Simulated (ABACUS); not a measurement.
MoS2, 3 atoms in the cell. It takes space group P-3m1 (No. 164, trigonal). The conventional cell has a = 3.227 Å, b = 3.227 Å, c = 6.312 Å, α = 90.00°, β = 90.00°, γ = 120.00°. Around Mo (site symmetry -3m) lie 6 S at 2.42 Å. S (site symmetry 3m) is surrounded by 3 Mo at 2.42 Å. Measurements of this composition are mostly on another form, of space group No. 194.

| Property | Result |
| --- | --- |
| Program | ABACUS 3.10.1 |
| Task | single point |
| Functional | PBE |
| Potentials or basis | PseudoDojo NC SR 0.5 PBE stringent |
| Cutoff | 1361 eV |
| Density cutoff | 5442 eV |
| Basis | TZDP LCAO (the cutoffs set its grid) |
| k mesh | 8 × 8 × 4 |
| Occupations | fermi-dirac, width 0.05 eV |
| Spin | no spin polarisation |
| Orbital files | Mo Mo_confined-atom_7au_4s3p3d1f.orb, S S_confined-atom_7au_3s3p2d1f.orb |
| Radial cutoff of the potentials (pseudo_rcut) | 10 bohr |
| SCF threshold on the density | 1e-07 |
| Max SCF steps | 100 |
| Eigensolver | genelpa |
| Mixing | broyden |
| Mixing share | 0.7 |
| Symmetry key | 1 |

Potentials or basis: PseudoDojo NC SR 0.5 PBE stringent, TZDP LCAO (the cutoffs set its grid).

Launch:

```bash
$ OMP_NUM_THREADS=1 python run_abacus.py > log
```

Hardware: 4 MPI ranks on Intel(R) Xeon(R) Gold 6455B (Sapphire Rapids), with other jobs on the host.

Q: Estimate the wall time of this run.

A: It took 12 s on 4 MPI ranks on Intel(R) Xeon(R) Gold 6455B (Sapphire Rapids) (shared host), peak memory 0.56 GiB a rank. Counts: scf iterations 11, k points 35, bands 23, basis 93, ranks 4.
